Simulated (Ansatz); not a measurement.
## Mg16HF32: course of a relaxation

Level of theory: DFT PBE, scalar-relativistic, plane waves, PAW (Ansatz 0.2.0). Settings: 420 eV cutoff, 2×2×2 k-mesh, shifted by half a step, Gaussian smearing of 0.01 eV, collinear spin.

What was changed: H interstitial, charge +0, atoms relaxed at the host's cell.

In a supercell of 49 atoms the defect feels its periodic images.

Command:

```bash
ansatz run input.yaml --threads 4 --pin off --max-ram 6144MiB --backend cpu --events-out ev --progress --plain --runs-dir out
```

Input:

```yaml
crystal:
  lattice:
    - [4.6975810625, 4.6975810625, 6.1859837714]
    - [4.6975810625, -4.6975810625, -6.1859837714]
    - [-4.6975810625, 4.6975810625, -6.1859837714]
  atoms:
    - { symbol: Mg, position: [0.5, 0.875, 0.875] }
    - { symbol: Mg, position: [0.5, 0.625, 0.625] }
    - { symbol: Mg, position: [0.5, 0.375, 0.375] }
    - { symbol: Mg, position: [0.5, 0.125, 0.125] }
    - { symbol: Mg, position: [0.0, 0.375, 0.875] }
    - { symbol: Mg, position: [0.0, 0.125, 0.625] }
    - { symbol: Mg, position: [0.0, 0.875, 0.375] }
    - { symbol: Mg, position: [0.0, 0.625, 0.125] }
    - { symbol: Mg, position: [0.5, 0.0, 0.5] }
    - { symbol: Mg, position: [0.5, 0.75, 0.25] }
    - { symbol: Mg, position: [0.5, 0.5, 0.0] }
    - { symbol: Mg, position: [0.5, 0.25, 0.75] }
    - { symbol: Mg, position: [0.0, 0.5, 0.5] }
    - { symbol: Mg, position: [0.0, 0.25, 0.25] }
    - { symbol: Mg, position: [0.0, 0.0, 0.0] }
    - { symbol: Mg, position: [0.0, 0.75, 0.75] }
    - { symbol: F, position: [0.6964323167, 0.0982161583, 0.0982161583] }
    - { symbol: F, position: [0.6964323167, 0.8482161583, 0.8482161583] }
    - { symbol: F, position: [0.6964323167, 0.5982161583, 0.5982161583] }
    - { symbol: F, position: [0.6964323167, 0.3482161583, 0.3482161583] }
    - { symbol: F, position: [0.1964323167, 0.5982161583, 0.0982161583] }
    - { symbol: F, position: [0.1964323167, 0.3482161583, 0.8482161583] }
    - { symbol: F, position: [0.1964323167, 0.0982161583, 0.5982161583] }
    - { symbol: F, position: [0.1964323167, 0.8482161583, 0.3482161583], spin: 0.2 }
    - { symbol: F, position: [0.5, 0.0267838417, 0.7232161583] }
    - { symbol: F, position: [0.5, 0.7767838417, 0.4732161583] }
    - { symbol: F, position: [0.5, 0.5267838417, 0.2232161583] }
    - { symbol: F, position: [0.5, 0.2767838417, 0.9732161583] }
    - { symbol: F, position: [0.0, 0.5267838417, 0.7232161583] }
    - { symbol: F, position: [0.0, 0.2767838417, 0.4732161583] }
    - { symbol: F, position: [0.0, 0.0267838417, 0.2232161583] }
    - { symbol: F, position: [0.0, 0.7767838417, 0.9732161583], spin: 0.2 }
    - { symbol: F, position: [0.3035676833, 0.9017838417, 0.9017838417] }
    - { symbol: F, position: [0.3035676833, 0.6517838417, 0.6517838417] }
    - { symbol: F, position: [0.3035676833, 0.4017838417, 0.4017838417] }
    - { symbol: F, position: [0.3035676833, 0.1517838417, 0.1517838417], spin: 0.2 }
    - { symbol: F, position: [0.8035676833, 0.4017838417, 0.9017838417] }
    - { symbol: F, position: [0.8035676833, 0.1517838417, 0.6517838417] }
    - { symbol: F, position: [0.8035676833, 0.9017838417, 0.4017838417] }
    - { symbol: F, position: [0.8035676833, 0.6517838417, 0.1517838417] }
    - { symbol: F, position: [0.5, 0.7232161583, 0.0267838417] }
    - { symbol: F, position: [0.5, 0.4732161583, 0.7767838417] }
    - { symbol: F, position: [0.5, 0.2232161583, 0.5267838417] }
    - { symbol: F, position: [0.5, 0.9732161583, 0.2767838417], spin: 0.2 }
    - { symbol: F, position: [0.0, 0.2232161583, 0.0267838417] }
    - { symbol: F, position: [0.0, 0.9732161583, 0.7767838417] }
    - { symbol: F, position: [0.0, 0.7232161583, 0.5267838417] }
    - { symbol: F, position: [0.0, 0.4732161583, 0.2767838417] }
    - { symbol: H, position: [0.25, 0.9375, 0.1875], spin: 0.2 }
  host:
    lattice:
      - [4.6975810625, 0.0, 0.0]
      - [0.0, 4.6975810625, 0.0]
      - [0.0, 0.0, 3.0929918857]
    atoms:
      - { symbol: Mg, position: [0.5, 0.5, 0.5] }
      - { symbol: Mg, position: [0.0, 0.0, 0.0] }
      - { symbol: F, position: [0.6964323167, 0.6964323167, 0.0] }
      - { symbol: F, position: [0.8035676833, 0.1964323167, 0.5] }
      - { symbol: F, position: [0.3035676833, 0.3035676833, 0.0] }
      - { symbol: F, position: [0.1964323167, 0.8035676833, 0.5] }
basis:
  ecutwfc: 420
  xc_grid: 2
kpoints:
  mp_grid: { grid: [2, 2, 2], shift: [0.5, 0.5, 0.5] }
hamiltonian:
  xc: pbe
scf:
  occupations: { method: gaussian, width: 0.01 }
output:
  forces: true
  stress: false
  eigenvalues: true
  populations: true
  charged_corrections:
    defect_position: [0.25, 0.9375, 0.1875]
    epsilon: [[5.8973, 0.0, 0.0], [0.0, 5.8973, 0.0], [0.0, 0.0, 5.1002]]
  write_density: true
  write_potential: true
  elf: true
  volumetric_format: npy
magnetization:
  spin_polarized: true
relax:
  adjacent_minimum: "off"
  f_tol: 0.025
  max_steps: 45
```

F is the free energy.

Steps:

```
step F − F(1) (eV) largest force component (eV/Å)
   1         0.0000                           0.793
   2        -0.3007                           0.150
   3        -0.3312                           0.088
   4        -0.2993                           0.182
   5        -0.3381                           0.007
```

Relaxed structure:

```yaml
crystal:
  lattice:
    - [4.69758, 4.69758, 6.18598]
    - [4.69758, -4.69758, -6.18598]
    - [-4.69758, 4.69758, -6.18598]
  atoms:
    - { symbol: Mg, position: [0.49754, 0.87461, 0.87415] }
    - { symbol: Mg, position: [0.49951, 0.62511, 0.62478] }
    - { symbol: Mg, position: [0.49916, 0.37668, 0.37334] }
    - { symbol: Mg, position: [0.50372, 0.12865, 0.12530] }
    - { symbol: Mg, position: [0.00246, 0.37661, 0.87707] }
    - { symbol: Mg, position: [0.00049, 0.12527, 0.62560] }
    - { symbol: Mg, position: [0.00084, 0.87418, 0.37752] }
    - { symbol: Mg, position: [0.99628, 0.62158, 0.12493] }
    - { symbol: Mg, position: [0.50335, 0.99970, 0.50342] }
    - { symbol: Mg, position: [0.50334, 0.75166, 0.25082] }
    - { symbol: Mg, position: [0.50032, 0.50022, 0.99973] }
    - { symbol: Mg, position: [0.50046, 0.25085, 0.74839] }
    - { symbol: Mg, position: [0.99968, 0.49940, 0.49989] }
    - { symbol: Mg, position: [0.99954, 0.24793, 0.25039] }
    - { symbol: Mg, position: [0.99665, 0.00007, 0.99635] }
    - { symbol: Mg, position: [0.99666, 0.74748, 0.74832] }
    - { symbol: F, position: [0.69650, 0.09744, 0.09678] }
    - { symbol: F, position: [0.69391, 0.85009, 0.84615] }
    - { symbol: F, position: [0.69344, 0.59681, 0.59494] }
    - { symbol: F, position: [0.69634, 0.34964, 0.34837] }
    - { symbol: F, position: [0.19783, 0.60273, 0.09929] }
    - { symbol: F, position: [0.19750, 0.34884, 0.84881] }
    - { symbol: F, position: [0.19747, 0.09898, 0.59897] }
    - { symbol: F, position: [0.19581, 0.83604, 0.36297] }
    - { symbol: F, position: [0.50066, 0.02822, 0.72472] }
    - { symbol: F, position: [0.50127, 0.77663, 0.47297] }
    - { symbol: F, position: [0.50187, 0.53006, 0.22350] }
    - { symbol: F, position: [0.50393, 0.27885, 0.97276] }
    - { symbol: F, position: [0.00001, 0.52603, 0.72350] }
    - { symbol: F, position: [0.00003, 0.27619, 0.47369] }
    - { symbol: F, position: [0.00344, 0.02571, 0.22354] }
    - { symbol: F, position: [0.97307, 0.76203, 0.95784] }
    - { symbol: F, position: [0.30217, 0.90146, 0.90490] }
    - { symbol: F, position: [0.30250, 0.65131, 0.65134] }
    - { symbol: F, position: [0.30253, 0.40150, 0.40151] }
    - { symbol: F, position: [0.30419, 0.16716, 0.14023] }
    - { symbol: F, position: [0.80350, 0.40028, 0.90094] }
    - { symbol: F, position: [0.80609, 0.15224, 0.65617] }
    - { symbol: F, position: [0.80656, 0.90150, 0.40337] }
    - { symbol: F, position: [0.80366, 0.65203, 0.15329] }
    - { symbol: F, position: [0.49999, 0.72349, 0.02602] }
    - { symbol: F, position: [0.49997, 0.47366, 0.77616] }
    - { symbol: F, position: [0.49656, 0.22010, 0.52227] }
    - { symbol: F, position: [0.52693, 0.98477, 0.28896] }
    - { symbol: F, position: [0.99934, 0.22406, 0.02756] }
    - { symbol: F, position: [0.99873, 0.97171, 0.77536] }
    - { symbol: F, position: [0.99813, 0.72163, 0.52819] }
    - { symbol: F, position: [0.99607, 0.46883, 0.27491] }
    - { symbol: H, position: [0.25000, 0.93750, 0.18750] }
```

The run converged. The run took 5 min on 4 threads of AMD EPYC 7R43 64-Core Processor (Zen 3), with other jobs on the host, peak memory 2.8 GiB.